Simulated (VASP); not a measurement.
# AlN (Fm-3m) in VASP: further runs, part 2 of 2

VASP 6.6.1.

**4. Single point, PBE**

This run uses another cell than the first one: it holds 8 atoms, not 2.

INCAR

```
PREC = Accurate ; ENCUT = 520
EDIFF = 1E-6 ; ISMEAR = 0
SIGMA = 0.1 ; LREAL = F
LASPH = T ; NELM = 100
ALGO = Fast ; ISIF = 2
LWAVE = F ; LCHARG = F
GGA = PE ; NBANDS = 26
```

KPOINTS

```
regular mesh
0
Gamma
  4 6 6
```

POSCAR

```
AlN
1.0
    5.7578005080      0.0000000000      0.0000000000
    0.0000000000      4.0682493727      0.0000000000
    0.0000000000      0.0000000000      2.8791748116
Al N
4 4
Direct
    0.7500000000      0.0000000000      0.5000009882
    0.0000000000      0.5000000000      0.0000000000
    0.2500000000      0.0000000000      0.4999990118
    0.5000000000      0.5000000000      0.0000000000
    0.7500000000      0.5000000000      0.5000036607
    0.0000000000      0.0000000000      0.0000000000
    0.2500000000      0.5000000000      0.4999963393
    0.5000000000      0.0000000000      0.0000000000
```

Potentials or basis: VASP PAW PBE potentials, release 64 (Al, N).

Started as:

```bash
cat potpaw_PBE.64/Al/POTCAR potpaw_PBE.64/N/POTCAR > POTCAR
mpirun -np 1 vasp_std > vasp.out
```

OUTCAR:

```text
PREC = Accurate
   ENCUT = 520
   EDIFF = 1E-6
   ISMEAR = 0
   LREAL = F
   LASPH = T
   NELM = 100
   ISIF = 2
   GGA = PE

 ion  position               nearest neighbor table
   1  0.750  0.000  0.500-   5 2.03   5 2.03   8 2.04   6 2.04   8 2.04   6 2.04   2 2.88   2 2.88
                             4 2.88   4 2.88   4 2.88   2 2.88   2 2.88   4 2.88   3 2.88   3 2.88
   2  0.000  0.500  0.000-   6 2.03   6 2.03   7 2.04   5 2.04   7 2.04   5 2.04   3 2.88   1 2.88
                             3 2.88   1 2.88   3 2.88   1 2.88   1 2.88   3 2.88   4 2.88   4 2.88
   3  0.250  0.000  0.500-   7 2.03   7 2.03   8 2.04   6 2.04   6 2.04   8 2.04   2 2.88   2 2.88
                             4 2.88   4 2.88   4 2.88   4 2.88   2 2.88   2 2.88   1 2.88   1 2.88
   4  0.500  0.500  0.000-   8 2.03   8 2.03   5 2.04   7 2.04   7 2.04   5 2.04   3 2.88   1 2.88
[... 933 lines left out ...]
 VOLUME and BASIS-vectors are now :
 -----------------------------------------------------------------------------
  energy-cutoff  :      520.00
  volume of cell :       67.44
      direct lattice vectors                 reciprocal lattice vectors
     5.757800508  0.000000000  0.000000000     0.173677431  0.000000000  0.000000000
     0.000000000  4.068249373  0.000000000     0.000000000  0.245805974  0.000000000
     0.000000000  0.000000000  2.879174812     0.000000000  0.000000000  0.347321738

 POSITION                                       TOTAL-FORCE (eV/Angst)
 -----------------------------------------------------------------------------------
      4.31835      0.00000      1.43959        -0.000000     -0.000000      0.000000
      0.00000      2.03412      0.00000        -0.000000      0.000000      0.000000
      1.43945      0.00000      1.43958        -0.000000      0.000000      0.000000
      2.87890      2.03412      0.00000        -0.000000     -0.000000      0.000000
      4.31835      2.03412      1.43960        -0.000000      0.000000     -0.000000
      0.00000      0.00000      0.00000        -0.000000     -0.000000      0.000000
      1.43945      2.03412      1.43958        -0.000000     -0.000000     -0.000000
      2.87890      0.00000      0.00000         0.000000     -0.000000      0.000000
 -----------------------------------------------------------------------------------
    total drift:                                0.000000      0.000000      0.000000

  FREE ENERGIE OF THE ION-ELECTRON SYSTEM (eV)
  ---------------------------------------------------
  free  energy   TOTEN  =       -58.1800218932 eV

  energy  without entropy=      -58.1800218931  energy(sigma->0) =      -58.18002189
```

Run time: 43 s. Hardware: 1 thread of Intel Xeon 6975P-C (Granite Rapids), shared host; peak memory 0.21 GiB.

What came out:

- Free energy: -58.1800 eV
- Pressure: -0.3 GPa
- Band gap on the k mesh: 4.41 eV

**5. Relaxation of cell and atoms, PBE**

This run uses another cell than the first one: it holds 8 atoms, not 2.

INCAR

```
ALGO     = Fast           # electronic algorithm
EDIFF    = 1E-6           # SCF threshold, eV
EDIFFG   = -0.04          # ionic threshold
ENCUT    = 600            # plane-wave cutoff, eV
GGA      = PE             # functional
IBRION   = 2              # ionic algorithm
ISIF     = 3              # what is computed and relaxed
ISMEAR   = 0              # smearing method
LASPH    = T              # aspherical terms in the spheres
LCHARG   = F              # write CHGCAR
LREAL    = F              # projectors in reciprocal space
LWAVE    = F              # write WAVECAR
NELM     = 100            # most SCF steps
NSW      = 90             # ionic steps
PREC     = Accurate       # precision mode
SIGMA    = 0.1            # smearing width, eV
```

KPOINTS

```
k-points
0
Gamma
  4 6 6
```

POSCAR

```
AlN
1.0
    5.8741947700      0.0000000000      0.0000000000
    0.0000000000      3.3446897500      0.0000000000
    0.0000000000      0.0000000000      3.1669678000
Al N
4 4
Direct
    0.7500000000      0.0000000000      0.3554073800
    0.0000000000      0.5000000000      0.0000000000
    0.2500000000      0.0000000000      0.6445926200
    0.5000000000      0.5000000000      0.0000000000
    0.7500000000      0.5000000000      0.6445926200
    0.0000000000      0.0000000000      0.0000000000
    0.2500000000      0.5000000000      0.3554073800
    0.5000000000      0.0000000000      0.0000000000
```

Started as:

```bash
cat potpaw_PBE.64/Al/POTCAR potpaw_PBE.64/N/POTCAR > POTCAR
mpirun -np 1 vasp_std > vasp.out
```

Run time: 6.2 min. Hardware: 1 thread of Intel Xeon 6975P-C (Granite Rapids), shared host; peak memory 0.23 GiB.

Results (log left out):

```yaml
Free_energy: -58.1729 eV
Relaxed_volume: 8.41 Å³/atom
Relaxed_cell: a = 5.759 Å, b = 4.057 Å, c = 2.881 Å, α = 90.00°, β = 90.00°, γ = 90.00°
Space_group_after_relaxing_to_0.05_Å: Fm-3m (No. 225)
Energy_gained_by_relaxing: 1002.4 meV/atom
Ionic_steps: 18
Pressure_after_relaxing: -0.1 GPa
Largest_force_after_relaxing: 0.024 eV/Å
Band_gap_on_the_k_mesh: 4.40 eV, direct
```

Forces on the atoms (eV/Å):
```
Al   0.000  0.000  0.008
Al   0.000  0.000  0.000
Al   0.000  0.000 -0.008
Al   0.000  0.000  0.000
N    0.000  0.000 -0.024
N    0.000  0.000  0.000
N    0.000  0.000  0.024
N    0.000  0.000  0.000
```

Stress tensor (GPa, compression positive):
```
-0.07  0.00  0.00
 0.00  0.12  0.00
 0.00  0.00 -0.26
```

The path:
| step | energy change (eV) | largest force (eV/Å) | pressure (GPa) | volume (Å³) |
| --- | --- | --- | --- | --- |
| 1 | 0.0000 | 5.7029 | 75.87 | 62.22 |
| 2 | -1.3590 | 0.5093 | -43.38 | 99.95 |
| 3 | -5.3512 | 2.1827 | -15.66 | 79.06 |
| 4 | -5.3637 | 2.2881 | -13.50 | 78.29 |
| 5 | -5.3641 | 2.3382 | -12.47 | 77.93 |
| 6 | -6.6573 | 1.8226 | -6.98 | 72.63 |
| 7 | -6.9213 | 1.1986 | 25.95 | 62.07 |
| 8 | -7.3194 | 1.5602 | 4.98 | 67.21 |
| 9 | -7.3561 | 1.5151 | 8.97 | 65.93 |
| 10 | -7.9314 | 0.5439 | 4.34 | 66.34 |
| 11 | -7.9314 | 0.5473 | 4.35 | 66.34 |
| 12 | -7.9867 | 0.3551 | -3.00 | 68.17 |
| 13 | -7.9877 | 0.3652 | -2.17 | 67.95 |
| 14 | -8.0065 | 0.2711 | -0.17 | 67.36 |
| 15 | -8.0091 | 0.2203 | 1.00 | 67.05 |
| 16 | -8.0174 | 0.0924 | 0.21 | 67.23 |
| 17 | -8.0181 | 0.0450 | -0.04 | 67.29 |
| 18 | -8.0192 | 0.0239 | -0.07 | 67.29 |

Final structure:
```
Al N
1.0
     5.75883    0.00000    0.00000
     0.00000    4.05664    0.00000
     0.00000    0.00000    2.88056
Al N
4 4
Direct
  0.75000 0.00000 0.49982
  0.00000 0.50000 0.00000
  0.25000 0.00000 0.50018
  0.50000 0.50000 0.00000
  0.75000 0.50000 0.50080
  0.00000 0.00000 0.00000
  0.25000 0.50000 0.49920
  0.50000 0.00000 0.00000
```

Levels at points of the mesh, in eV from the valence-band top:
| k point | band 13 | band 14 | band 15 | band 16 | band 17 | band 18 | band 19 | band 20 |
| --- | --- | --- | --- | --- | --- | --- | --- | --- |
| (0.00, 0.00, 0.00) | -1.12 | -0.03 | -0.01 | 0.00 | 4.40 | 5.29 | 5.41 | 8.19 |
| (0.50, 0.00, 0.00) | -1.25 | -1.25 | -0.23 | -0.23 | 5.70 | 5.70 | 7.29 | 7.29 |
| (0.00, 0.50, 0.00) | -1.07 | -1.07 | -1.05 | -1.05 | 6.01 | 6.01 | 7.46 | 7.48 |
| (0.50, 0.50, 0.00) | -1.36 | -1.36 | -1.36 | -1.36 | 7.16 | 7.16 | 7.16 | 7.16 |
| (0.00, 0.00, 0.50) | -2.73 | -2.73 | -1.12 | -1.12 | 4.43 | 4.43 | 5.33 | 5.33 |
| (0.50, 0.00, 0.50) | -2.63 | -2.63 | -2.62 | -2.62 | 6.70 | 6.70 | 6.71 | 6.71 |
| (0.00, 0.50, 0.50) | -1.06 | -1.06 | -1.05 | -1.05 | 6.01 | 6.01 | 7.92 | 7.92 |
| (0.50, 0.50, 0.50) | -1.96 | -1.96 | -1.96 | -1.96 | 8.32 | 8.34 | 8.35 | 8.35 |

**6. Overview**

```csv
task,cell,k mesh,cutoff (eV),smearing,gap on the mesh (eV),pressure (GPa),relaxed volume (Å³/atom)
single point,"Fm-3m, 8.43 Å³/atom",10 × 10 × 10,520,gaussian 0.02 eV,4.41,-0.3,-
relaxation of cell and atoms,relaxed,10 × 10 × 10,600,gaussian 0.02 eV,4.43,0.0,8.42
single point,"I4/mmm, 8.43 Å³/atom",4 × 6 × 6,520,gaussian 0.1 eV,4.41,-0.3,-
relaxation of cell and atoms,relaxed,4 × 6 × 6,600,gaussian 0.1 eV,4.40,-0.1,8.41
```

Alike in all rows: level PBE; potentials or basis VASP PAW PBE potentials, release 64 (Al, N); no spin polarisation.

Total energies depend on the potentials used, so only differences within one code and one set of settings carry meaning.
